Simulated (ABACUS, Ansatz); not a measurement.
**MgO: equilibrium volume by level of theory**

```xyz
2
Lattice="0.0000 2.0970 2.0970 2.0970 0.0000 2.0970 2.0970 2.0970 0.0000" Properties=species:S:1:pos:R:3 pbc="T T T"
Mg    0.0000    0.0000    0.0000
O     2.0970    2.0970    2.0970
```

```csv
rung,level,program and potentials,cutoff (eV),k mesh,smearing,task,core time,chip,equilibrium volume (Å³/atom),miss,notes
GGA,revPBE,"Ansatz, Ansatz PAW",420,11 × 11 × 11,fermi-dirac 0.05,relaxation of cell and atoms,3.3 s,Intel Xeon 6975P-C Granite Rapids,9.86,+5.6 %,"potentials made for PBE, which Ansatz adapts in part"
GGA + dispersion,BLYP+D3(BJ),"Ansatz, Ansatz PAW",420,11 × 11 × 11,fermi-dirac 0.05,relaxation of cell and atoms,3.9 s,Arm Neoverse V2,9.09,-2.7 %,"potentials made for PBE, which Ansatz adapts in part"
GGA + dispersion,PBEsol+D3(BJ),"Ansatz, Ansatz PAW",420,11 × 11 × 11,fermi-dirac 0.05,relaxation of cell and atoms,4.3 s,Arm Neoverse V2,9.10,-2.6 %,"potentials made for PBE, which Ansatz adapts in part"
LDA,LDA,"Ansatz, Ansatz PAW",420,11 × 11 × 11,tetrahedron,equation of state,7.1 s,Arm Neoverse V1,8.99,-3.7 %,"potentials made for PBE, which Ansatz adapts in part"
GGA + dispersion,revPBE+D4,"Ansatz, Ansatz PAW",420,11 × 11 × 11,fermi-dirac 0.05,relaxation of cell and atoms,8 s,Arm Neoverse V2,(a),?,"potentials made for PBE, which Ansatz adapts in part"
meta-GGA,r2SCAN,"Ansatz, Ansatz PAW",500,11 × 11 × 11,fermi-dirac 0.05,equation of state,14 s,AMD EPYC 7R13 Zen 3,9.29,-0.5 %,"potentials made for PBE, which Ansatz adapts in part"
hybrid,HSE06,"Ansatz, Ansatz PAW",420,6 × 6 × 6,fermi-dirac 0.05,relaxation of cell and atoms,28 s,Arm Neoverse V1,9.27,-0.7 %,"coarse mesh; potentials made for PBE, which Ansatz adapts in part"
Hartree-Fock,HF,"Ansatz, Ansatz PAW",420,6 × 6 × 6,fermi-dirac 0.05,relaxation of cell and atoms,31 s,Arm Neoverse V1,9.15,-2.0 %,"coarse mesh; potentials made for PBE, which Ansatz adapts in part"
GGA,PBE,"ABACUS, PseudoDojo NC SR 0.4.1 PBE standard, plane waves",1143,11 × 11 × 11,fermi-dirac 0.05,equation of state,2.2 min,Intel Xeon Platinum 8488C Sapphire Rapids,9.62,+3.0 %,-
```

Times are single runs on shared hosts and different chips, so they are rough; meshes, cutoffs and the tasks' sizes weigh on the time. All rows: no spin polarisation. Smearing widths are in eV. Meshes differ between rows, which moves values too. Meshes are those of the run's cell of 2 atoms unless a note names another. Relaxations start from the cell shown or near it and stop with a little pressure left. The cell shown, of 9.22 Å³ an atom, is the runs' start and not the measured value. Misses use the values as printed. Runs on faulty files, with rough fits or with known faults for this quantity aren't shown. No row holds spin-orbit coupling.

Measured: 9.34 Å³/atom at 300 K (arxiv:1807.05012). The runs are for a static lattice.

Q: Estimate the value left out from the other rows.

A: (a) 9.43 Å³/atom, miss +1.0 %.
